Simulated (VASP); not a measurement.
Input of a VASP 6.6.1 run:

Contents of POSCAR:

```
TePb
1.0
    0.0000000000      3.2310000000      3.2310000000
    3.2310000000      0.0000000000      3.2310000000
    3.2310000000      3.2310000000      0.0000000000
Pb Te
1 1
Direct
    0.0000000000      0.0000000000      0.0000000000
    0.5000000000      0.5000000000      0.5000000000
```

File INCAR.step1:

```
PREC     = Accurate       # precision mode
ENCUT    = 600            # plane-wave cutoff, eV
EDIFF    = 1E-5           # SCF threshold, eV
ISMEAR   = -1             # smearing method
SIGMA    = 0.05           # smearing width, eV
LREAL    = False          # projectors in reciprocal space
LASPH    = True           # aspherical terms in the spheres
NELM     = 80             # most SCF steps
ALGO     = Normal         # electronic algorithm
LWAVE    = True           # write WAVECAR
LCHARG   = False          # write CHGCAR
GGA      = PE             # functional
```

File INCAR.step2:

```
PREC     = Accurate       # precision mode
ENCUT    = 600            # plane-wave cutoff, eV
EDIFF    = 1E-6           # SCF threshold, eV
ISMEAR   = -1             # smearing method
SIGMA    = 0.05           # smearing width, eV
LREAL    = False          # projectors in reciprocal space
LASPH    = True           # aspherical terms in the spheres
NELM     = 80             # most SCF steps
ALGO     = Normal         # electronic algorithm
ISIF     = 3              # what is computed and relaxed
LWAVE    = False          # write WAVECAR
LCHARG   = False          # write CHGCAR
GGA      = B3             # functional
LHFCALC  = True           # exact exchange
AEXX     = 0.2            # exact-exchange fraction
AGGAX    = 0.72         
AGGAC    = 0.81         
ALDAC    = 0.19         
PRECFOCK = Fast         
HFRCUT   = -1           
IBRION   = 2              # ionic algorithm
NSW      = 60             # ionic steps
EDIFFG   = -0.02          # ionic threshold
ISTART   = 1
```

The input KPOINTS:

```
Automatic mesh
0
Gamma
  4 4 4
```

Potentials or basis: VASP PAW PBE potentials, release 64 (Pb_d, Te).

The run is started by

```bash
$ cat potpaw_PBE.64/Pb_d/POTCAR potpaw_PBE.64/Te/POTCAR > POTCAR
$ cp INCAR.step1 INCAR
$ mpirun -np 1 vasp_std > vasp.out
$ cp INCAR.step2 INCAR
$ mpirun -np 1 vasp_std > vasp.out
```

Question: What does it give for the relaxed volume?

Answer: 36.95 Å³/atom.

Question: Predict the space group after relaxing (to 0.05 Å).

Answer: Fm-3m (No. 225).

Final structure:
```
CELL_PARAMETERS angstrom
0.00000 3.33060 3.33060
3.33060 0.00000 3.33060
3.33060 3.33060 0.00000
ATOMIC_POSITIONS crystal
Pb 0.00000 0.00000 0.00000
Te 0.50000 0.50000 0.50000
```

Caveat: the k mesh is coarse (spacing up to 0.42 Å⁻¹), so the values aren't converged, least of all with exact exchange; the PAW data sets were made with another functional, which shifts forces and pressure a little. Zero-point motion and thermal expansion aren't in these numbers.
